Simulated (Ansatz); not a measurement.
Bi, DFT, PBE, PAW with Ansatz's default frozen-core files, fully relativistic files with spin-orbit coupling (Ansatz 0.2.0), run on 1 thread of Arm Neoverse V2 on a shared host.

Structure: COD 8100521, as refined from experiment and not relaxed.

Command: `ansatz run input.yaml --threads 1 --pin off --max-ram 2048MiB --backend cpu --events-out ev --progress --plain --runs-dir out`

```yaml
crystal:
  lattice:
    - [3.33628, -3.0554, 0.0]
    - [3.33628, 3.0554, 0.0]
    - [-1.15098, 0.0, 3.09291]
  atoms:
    - { symbol: Bi, position: [0.2518, 0.2518, 0.149] }
    - { symbol: Bi, position: [0.7482, 0.7482, 0.851] }
kpoints:
  mp_grid: { grid: [8, 8, 11] }
  band_path:
    path:
      - [0.0, 0.0, 0.0]
      - [-0.4887142109, 0.4887142109, 0.0]
      - [-0.5112857891, -0.4887142109, 0.0]
      - [-0.5, -0.5, 0.0]
      - [0.0, 0.0, 0.0]
      - [-0.5, -0.5, 0.5]
      - [-0.6796217385, -0.3203782615, 0.5]
      - [-0.3203782615, 0.3203782615, 0.5]
      - [0.0, 0.0, 0.5]
    npoints: 5
scf:
  occupations: { method: fermi_dirac, width: 0.05 }
hamiltonian:
  xc: pbe
  pseudopotentials: { kind: paw_fr }
output:
  forces: true
  stress: true
  eigenvalues: true
  efg: { contact_densities: true }
  write_density: true
  write_potential: true
  elf: true
  volumetric_format: npy
magnetization:
  noncollinear: true
  spin_orbit: true
```

(1) How large is the problem that the program sets up?

(2) About how long does it take, and how much memory does it use?

## Answers

(1) 201 irreducible k-points, 1255 plane waves at Γ, 38 bands.

(2) 120 s of wall time for 7 SCF iterations, with a peak of 0.91 GiB. Times on shared machines scatter by tens of per cent.
